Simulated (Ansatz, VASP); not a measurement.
**AgI: VASP beside Ansatz**

The input INCAR:

```
PREC     = Accurate       # precision mode
ENCUT    = 520            # plane-wave cutoff, eV
EDIFF    = 1E-8           # SCF threshold, eV
ISMEAR   = -1             # smearing method
SIGMA    = 0.03           # smearing width, eV
LREAL    = F              # projectors in reciprocal space
LASPH    = T              # aspherical terms in the spheres
NELM     = 80             # most SCF steps
ALGO     = Normal         # electronic algorithm
ISIF     = 2              # what is computed and relaxed
LWAVE    = F              # write WAVECAR
LCHARG   = F              # write CHGCAR
GGA      = PE             # functional
LEFG     = T            
NBANDS   = 16             # bands
```

Contents of KPOINTS:

```
Automatic mesh
0
Gamma
  7 7 7
```

POSCAR

```
AgI
1.0
    0.0000000000      3.2147778690      3.2147778690
    3.2147778690      0.0000000000      3.2147778690
    3.2147778690      3.2147778690      0.0000000000
Ag I
1 1
Direct
    0.0000000000      0.0000000000      0.0000000000
    0.7500000000      0.7500000000      0.7500000000
```

Input for Ansatz:

```yaml
crystal:
  lattice:
    - [0.0, 3.214777869, 3.214777869]
    - [3.214777869, 0.0, 3.214777869]
    - [3.214777869, 3.214777869, 0.0]
  atoms:
    - { symbol: Ag, position: [0.0, 0.0, 0.0] }
    - { symbol: I, position: [0.75, 0.75, 0.75] }
kpoints:
  mp_grid: { grid: [7, 7, 7] }
scf:
  occupations: { method: fermi_dirac, width: 0.03 }
hamiltonian:
  xc: pbe
  pseudopotentials: { kind: paw }
output:
  forces: true
  stress: true
  eigenvalues: true
  efg: { contact_densities: true }
```

Change from the starting cell: volume scaled by 0.98, PAW files.

Alike in both runs: task electric field gradients; functional PBE; k mesh 7 × 7 × 7; occupations fermi-dirac, width 0.03 eV; no spin polarisation.

|  | VASP | Ansatz |
| --- | --- | --- |
| version | VASP 6.6.1 | Ansatz 0.2.0 |
| potentials or method | VASP PAW PBE potentials, release 64 (Ag, I) | PAW with Ansatz's default frozen-core files, scalar-relativistic |
| plane-wave cutoff (eV) | 520 | 420 |
| valence electrons in the cell | 18 | 36 |

```tsv
	VASP	Ansatz	Ansatz less VASP
gap on the k mesh at the Fermi level (eV)	1.34	1.34	-0.003
pressure (GPa)	3.0	3.0	+0.08
Vzz of the field gradient on the site that differs most (V/Å²)	0.0	0.0	0.00
```

The two sets of potentials don't hold the same shells in valence. Ansatz warned: «gradients_without_spin_orbit».

Caveats: spin-orbit coupling is left out, which moves the levels of the heavy elements.
